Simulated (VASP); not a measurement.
A run of VASP 6.6.1:

Contents of INCAR:

```
PREC = Accurate ; ENCUT = 520
EDIFF = 1E-7 ; ISMEAR = -1
SIGMA = 0.05 ; LREAL = False
LASPH = True ; NELM = 100
ALGO = Normal ; ISIF = 2
LWAVE = False ; LCHARG = False
METAGGA = R2SCAN ; LMIXTAU = True
NBANDS = 16
```

The input KPOINTS:

```
Automatic mesh
0
Gamma
  8 8 8
```

File POSCAR:

```
GaP
1.0
    0.0000000000      2.7252500000      2.7252500000
    2.7252500000      0.0000000000      2.7252500000
    2.7252500000      2.7252500000      0.0000000000
Ga P
1 1
Direct
    0.0000000000      0.0000000000      0.0000000000
    0.7500000000      0.7500000000      0.7500000000
```

File KPOINTS_OPT:

```
path GXWKGLUWLK,UX
20
line-mode
reciprocal
 0.0000000000  0.0000000000  0.0000000000  G
 0.5000000000  0.0000000000  0.5000000000  X

 0.5000000000  0.0000000000  0.5000000000  X
 0.5000000000  0.2500000000  0.7500000000  W

 0.5000000000  0.2500000000  0.7500000000  W
 0.3750000000  0.3750000000  0.7500000000  K

 0.3750000000  0.3750000000  0.7500000000  K
 0.0000000000  0.0000000000  0.0000000000  G

 0.0000000000  0.0000000000  0.0000000000  G
 0.5000000000  0.5000000000  0.5000000000  L

 0.5000000000  0.5000000000  0.5000000000  L
 0.6250000000  0.2500000000  0.6250000000  U

 0.6250000000  0.2500000000  0.6250000000  U
 0.5000000000  0.2500000000  0.7500000000  W

 0.5000000000  0.2500000000  0.7500000000  W
 0.5000000000  0.5000000000  0.5000000000  L

 0.5000000000  0.5000000000  0.5000000000  L
 0.3750000000  0.3750000000  0.7500000000  K

 0.6250000000  0.2500000000  0.6250000000  U
 0.5000000000  0.0000000000  0.5000000000  X
```

Potentials or basis: VASP PAW PBE potentials, release 64 (Ga_d, P).

The run is started by

```console
$ cat potpaw_PBE.64/Ga_d/POTCAR potpaw_PBE.64/P/POTCAR > POTCAR
$ mpirun -np 1 vasp_std > vasp.out
```

Hardware: 1 thread of Intel(R) Xeon(R) Platinum 8488C (Sapphire Rapids), with other jobs on the host.

Question: Estimate the wall time of this run.

Answer: It took 4.4 min on 1 thread of Intel(R) Xeon(R) Platinum 8488C (Sapphire Rapids), on a shared host, peak memory 0.17 GiB. Counts: scf iterations 79, k points 29.
